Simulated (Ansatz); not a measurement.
# SnSe: the cost of one run

Program: Ansatz 0.2.0. Level of theory: DFT PBE, scalar-relativistic. These are calculated values, not measurements.

## 1. The structure to begin with

It takes space group Fm-3m (No. 225, cubic). Conventional cell: a = 6.020 Å, b = 6.020 Å, c = 6.020 Å, α = 90.00°, β = 90.00°, γ = 90.00°. Sn (site symmetry m-3m) has 6 Se at 3.01 Å as nearest neighbours. Se (site symmetry m-3m) has 6 Sn at 3.01 Å as nearest neighbours.

As a file:

```cif
data_structure
_symmetry_space_group_name_H-M 'P 1'
_symmetry_Int_Tables_number 1
_cell_length_a 4.2568
_cell_length_b 4.2568
_cell_length_c 4.2568
_cell_angle_alpha 60.000
_cell_angle_beta 60.000
_cell_angle_gamma 60.000
_cell_volume 54.54
loop_
_atom_site_label
_atom_site_type_symbol
_atom_site_fract_x
_atom_site_fract_y
_atom_site_fract_z
_atom_site_occupancy
Sn1 Sn 0.00000 0.00000 0.00000 1
Se1 Se 0.50000 0.50000 0.50000 1
```

The structure is an experimental refinement, used without relaxation.

Atoms are numbered in the order of the input: Sn1, Se2.

## 2. Full-potential LAPW

Input file input.yaml:

```yaml
crystal:
  lattice:
    - [0.0, 3.01, 3.01]
    - [3.01, 0.0, 3.01]
    - [3.01, 3.01, 0.0]
  atoms:
    - { symbol: Sn, position: [0.0, 0.0, 0.0] }
    - { symbol: Se, position: [0.5, 0.5, 0.5] }
kpoints:
  mp_grid: { grid: [9, 9, 9] }
  band_path:
    path:
      - [0.0, 0.0, 0.0]
      - [0.5, 0.0, 0.5]
      - [0.625, 0.25, 0.625]
      - [0.375, 0.375, 0.75]
      - [0.0, 0.0, 0.0]
      - [0.5, 0.5, 0.5]
      - [0.5, 0.25, 0.75]
      - [0.5, 0.0, 0.5]
    npoints: 14
scf:
  occupations: { method: fermi_dirac, width: 0.02 }
hamiltonian:
  xc: pbe
  pseudopotentials: { kind: all_electron, lapw: { basis_error: 0.00025 } }
output:
  forces: true
  stress: true
  eigenvalues: true
  populations: true
  dos: { projected: true, de: 0.2, e_range: [-14, 8] }
```

Run with:

```bash
$ ansatz run input.yaml --threads 1 --pin off --max-ram 3072MiB --backend cpu --events-out ev --progress --plain --runs-dir out
```

What time and memory should one allow on 1 thread of Intel Xeon Platinum 8488C (Sapphire Rapids), shared host?

About 15 s, with a peak of 0.38 GiB.
